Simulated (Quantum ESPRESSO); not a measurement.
The system is TiTe.

```xyz
4
Lattice="4.5230 0.0000 0.0000 -2.2615 3.9170 0.0000 0.0000 0.0000 6.3040" Properties=species:S:1:pos:R:3 pbc="T T T"
Ti    0.0000    0.0000    0.0000
Ti    0.0000    0.0000    3.1520
Te    0.0000    2.6114    1.5760
Te    2.2615    1.3057    4.7280
```

The cell comes from a database or a generator and needn't be the stable form of this composition.

Base run:

```yaml
Program: Quantum ESPRESSO 7.5
Functional: PBEsol
Potentials_or_basis: GBRV 1.5 PBEsol
Cutoff: 612 eV
Density_cutoff: 4898 eV
k_mesh: 5 × 5 × 3
Occupations: gaussian, width 0.05 eV
Spin: collinear spin, ferromagnetic start
Starting_moments: "[2.0, 2.0, 0.0, 0.0] μB"
```

Its results: band gap on the k mesh none (metal or under the smearing width); pressure -11.6 GPa; net moment 2.71 μB per cell; site moments Ti +1.17; Te -0.06 μB.

**Question.** The run is repeated on the same cell with these changes: hubbard terms from none to Ti d U = 2 eV. What comes out?

**Answer.** Band gap on the k mesh none (metal or under the smearing width); pressure -6.9 GPa; net moment 4.00 μB per cell; site moments Ti +1.75; Te -0.11 μB.

Caveats: the U is typed as a test and isn't derived for this compound (some runs).
